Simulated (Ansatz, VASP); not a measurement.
## HfB in VASP and in Ansatz

INCAR

```
SYSTEM = HfB
PREC     = Accurate       ! precision mode
ENCUT    = 520            ! plane-wave cutoff, eV
EDIFF    = 1E-6           ! SCF threshold, eV
ISMEAR   = 0              ! smearing method
SIGMA    = 0.15           ! smearing width, eV
LREAL    = .False.        ! projectors in reciprocal space
LASPH    = .True.         ! aspherical terms in the spheres
NELM     = 100            ! most SCF steps
ALGO     = Normal         ! electronic algorithm
ISIF     = 2              ! what is computed and relaxed
LWAVE    = .False.        ! write WAVECAR
LCHARG   = .False.        ! write CHGCAR
NBANDS   = 14             ! bands
```

The input KPOINTS:

```
Automatic mesh
0
Gamma
  20 20 20
  0 0 0
```

The input POSCAR:

```
HfB
1.0
    0.0000000000      2.3100000000      2.3100000000
    2.3100000000      0.0000000000      2.3100000000
    2.3100000000      2.3100000000      0.0000000000
Hf B
1 1
Direct
    0.5000000000      0.5000000000      0.5000000000
    0.0000000000      0.0000000000      0.0000000000
```

Input for Ansatz:

```yaml
crystal:
  lattice:
    - [0.0, 2.31, 2.31]
    - [2.31, 0.0, 2.31]
    - [2.31, 2.31, 0.0]
  atoms:
    - { symbol: Hf, position: [0.5, 0.5, 0.5] }
    - { symbol: B, position: [0.0, 0.0, 0.0] }
basis:
  ecutwfc: 420
kpoints:
  mp_grid: { grid: [20, 20, 20] }
hamiltonian:
  xc: lda
scf:
  occupations: { method: gaussian, width: 0.15 }
output:
  forces: true
  stress: true
  eigenvalues: true
```

Alike in both runs: task single point; functional LDA; k mesh 20 × 20 × 20; occupations gaussian, width 0.15 eV; no spin polarisation.

```csv
,VASP,Ansatz
version,VASP 6.6.1,Ansatz 0.2.0
potentials or method,"VASP PAW LDA potentials, release 64 (Hf_pv, B)","scalar-relativistic, plane waves, PAW"
plane-wave cutoff (eV),520,420
valence electrons in the cell,13,29
```

Ansatz gave:

* gap on the k mesh at the Fermi level (eV): none
* pressure (GPa): 18.1

Question: What did VASP give for the same quantities?

Answer: gap on the k mesh at the Fermi level (eV): none; pressure (GPa): 19.9.

A gap of «none» marks a metal or a gap that the smearing closes. The two sets of potentials don't hold the same shells in valence.

Caveats: so large a pressure means that the cell lies far from this level's equilibrium, or that cutoff or potentials fall short (VASP). Spin-orbit coupling is left out, which matters for the levels of Hf.
